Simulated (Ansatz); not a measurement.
# Structure relaxation of Ba

Level of theory: DFT PBE, scalar-relativistic, plane waves, PAW (Ansatz 0.2.0). Cutoff 420 eV, Γ-centred k mesh, Gaussian smearing, no spin polarisation in the final step.

The start puts Ba on the sites of a reported C cell (R-3m, No. 166), at a guessed volume.

```xyz
4
Lattice="2.1268 1.2279 19.2794 -2.1268 1.2279 19.2794 0.0000 -2.4558 19.2794" Properties=species:S:1:pos:R:3 pbc="T T T"
Ba    0.0000    0.0000    2.8919
Ba    0.0000    0.0000   54.9464
Ba    0.0000    0.0000   16.3682
Ba    0.0000    0.0000   41.4701
```

Cell and atoms relax at zero pressure; the relaxation can't lower the symmetry of the start. After a coarse first stage the cell is made exact in the group found at 0.06 Å.

Energies count from the standard state of Ba at the same level.

Q: Which crystal results?

A: It keeps R-3m (No. 166), but not the shape of the type it started on. Conventional cell: a = 4.422 Å, c = 67.075 Å. Ba on Wyckoff site c (2 atoms of the primitive cell) has 1 Ba at 4.15 Å and 9 Ba at 4.42–4.44 Å; Ba on Wyckoff site c (2 atoms of the primitive cell) has 9 Ba at 4.42–4.44 Å.

Space group R-3m:H (No. 166). a = 4.422 Å, b = 4.422 Å, c = 67.075 Å, α = 90.00°, β = 90.00°, γ = 120.00°
```
atom site symmetry x y z
  Ba    6c        3m  0.3333  0.6667  0.6976
  Ba    6c        3m  0.3333  0.6667  0.9149
```

Q: What are its volume, energy, density and gap?

A: The volume per atom is 94.7 Å³. The density is 2.4 g/cm³, the energy over the standard structure is 0.23 eV/atom and the gap on the 12×12×12 mesh is 0 eV (a metal).

The final run used a 12×12×12 mesh on its 4-atom cell and 0.10 eV smearing. The k mesh leaves about 4 meV/atom of noise in metals. No dispersion correction is applied, so the spacing between layers, chains or molecules is poorly fixed, and with it the volume and density. Symmetry constrained the relaxation, so the result can be a saddle point. The steps took about 9 core-minutes in all.

This form isn't the element's structure at ambient conditions.